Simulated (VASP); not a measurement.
**CaO: relaxation of cell and atoms with PBE**

The system is CaO.

```xyz
2
Lattice="3.3003 0.0000 0.0000 -1.6501 2.8581 0.0000 0.0000 0.0000 2.9986" Properties=species:S:1:pos:R:3 pbc="T T T"
Ca    1.6501    0.9527    0.0000
O     0.0000    1.9054    1.4993
```

The cell was built by a generator and needn't be a form met in nature.

```
Program                : VASP 6.6.1
Task                   : relaxation of cell and atoms
Functional             : PBE
Potentials or basis    : VASP PAW PBE potentials, release 64 (Ca_sv, O)
Cutoff                 : 600 eV
k mesh                 : 9 × 9 × 8
Occupations            : gaussian, width 0.02 eV
Spin                   : no spin polarisation
Dipole correction      : no
Further INCAR settings : ALGO = Normal; EDIFF = 1e-06; IBRION = 2; EDIFFG = -0.01; NSW = 100; ISIF = 3
```

* Relaxed volume: 14.20 Å³/atom
* Relaxed cell: a = 3.305 Å, b = 3.305 Å, c = 3.004 Å, α = 90.00°, β = 90.00°, γ = 120.00°
* Space group after relaxing (to 0.05 Å): P-6m2 (No. 187)
* Energy gained by relaxing: 0.1 meV/atom
* Ionic steps: 3
* Pressure after relaxing: 0.0 GPa
* Band gap on the k mesh: 3.31 eV, direct

Stress tensor (GPa, compression positive):
```
 0.03  0.00  0.00
 0.00  0.03  0.00
 0.00  0.00 -0.04
```

Step by step:
| step | energy change (eV) | largest force (eV/Å) | pressure (GPa) | volume (Å³) |
| --- | --- | --- | --- | --- |
| 1 | 0.0000 | 0.0000 | 0.46 | 28.28 |
| 2 | -0.0001 | 0.0000 | -0.14 | 28.45 |
| 3 | -0.0002 | 0.0000 | 0.01 | 28.41 |

Final structure:
```yaml
crystal:
  lattice:
    - [3.30456, 0.00000, 0.00000]
    - [-1.65228, 2.86184, 0.00000]
    - [0.00000, 0.00000, 3.00373]
  atoms:
    - { symbol: Ca, position: [0.66667, 0.33333, 0.00000] }
    - { symbol: O, position: [0.33333, 0.66667, 0.50000] }
```

Levels at points of the mesh, in eV from the valence-band top:
```tsv
k point	band 5	band 6	band 7	band 8	band 9	band 10	band 11	band 12
(0.00, 0.00, 0.00)	-15.80	-0.80	-0.80	0.00	3.31	4.40	7.37	7.37
(0.00, 0.00, 0.50)	-14.65	-3.00	-0.51	-0.51	6.19	6.19	6.62	7.33
```

Wall time 20 s on 1 thread of Intel(R) Xeon(R) 6975P-C (Granite Rapids), on a shared host, peak memory 0.17 GiB.

Caveat: an odd mesh through Γ misses points on the zone boundary, where band edges often lie. Expect the measured gap to be larger: semilocal functionals such as PBE lack the derivative discontinuity.
